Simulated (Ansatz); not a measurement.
**GaN: a vibration from a frozen displacement**

Computed with Ansatz 0.2.0, DFT PBE, scalar-relativistic, plane waves, PAW. Settings: plane waves to 420 eV, k-mesh 12×12×6 (Γ-centred), Gaussian smearing 0.05 eV. No spin polarisation. Energies are free energies at this smearing, counted from the undisturbed cell; pressure is positive in compression.

The undisturbed cell (relaxed at this level):

```yaml
crystal:
  lattice:
    - [3.21843, 0.00000, 0.00000]
    - [-1.60921, 2.78724, 0.00000]
    - [0.00000, 0.00000, 5.24303]
  atoms:
    - { symbol: Ga, position: [0.33333, 0.66667, 0.99913] }
    - { symbol: Ga, position: [0.66667, 0.33333, 0.49913] }
    - { symbol: N, position: [0.33333, 0.66667, 0.37587] }
    - { symbol: N, position: [0.66667, 0.33333, 0.87587] }
```

Atom 3 (N) is moved by x along the Cartesian unit vector (-0.818, -0.472, 0.329); the cell and all other atoms stay fixed. The cell's volume is 47.03 Å³; the moved atoms weigh 14.007 u together and the others 153.453 u.

| x (Å) | ΔE (meV/cell) | total force on the moved atoms along the move (eV/Å) | pressure (GPa) |
| --- | --- | --- | --- |
| -0.2000 | 188.57 | 1.5934 | 1.3807 |
| -0.1500 | 114.59 | 1.3511 | 0.8437 |
| -0.1000 | 55.01 | 1.0155 | 0.4048 |
| -0.0500 | 14.85 | 0.5712 | 0.1078 |
| 0.0000 | 0.00 | 0.0000 | 0.0030 |
| 0.0500 | 17.34 | -0.7205 | 0.1479 |
| 0.1000 | 74.99 | -1.6177 | 0.6080 |
| 0.1500 | 182.63 | -2.7264 | 1.4573 |
| 0.1750 | 258.74 | -3.3731 | 2.0538 |
| 0.2000 | 351.87 | -4.0898 | 2.7799 |

Task: What frequency belongs to this motion?

Result: The force constant is k = −dF/dx = 12.917 eV/Å², from the parabola through x = -0.0500, 0 and 0.0500. In every cell the moved atoms swing against the rest, so the mass is μ = m₁m₂/(m₁ + m₂) = 12.835 u, and ν̃ = 521.5 cm⁻¹ × √(|k|/μ) = 523 cm⁻¹. The pattern needn't be a normal mode: ν̃² is then a weighted mean of the squared nonzero frequencies at the zone centre of this cell, taken without macroscopic field, so it lies between the lowest and the highest of them.

Task: How far does the harmonic law reach?

Result: At x = -0.200 Å, kx²/2 = 258.34 meV against the computed 188.57 meV (-27.0 %): the well softens in this direction at large amplitude.

The displacement carries nitrogen along one of its Ga-N bonds, towards gallium for positive x, and the well is clearly lopsided. At 0.2000 Å the energy is 351.87 meV on the compressed side but only 188.57 meV on the stretched side, with the harmonic 258.34 meV in between. The softening is therefore one half of a mainly cubic anharmonicity. Shortening the bond meets steeply rising Pauli repulsion between the closed shells, while lengthening it weakens the polar covalent attraction. The tetrahedral site has no inversion centre, so nothing cancels this odd term.

The frequency of 523 cm⁻¹ suits stiff bonds in which the light nitrogen does most of the moving. The pressure rises for displacement in either direction, which implies that the force constant falls as the cell expands, as expected when longer bonds are weaker. This suggests a positive Grüneisen parameter for this motion. Phonon lifetimes or temperature shifts don't follow from this single cut, since they also depend on anharmonic coupling to other modes.
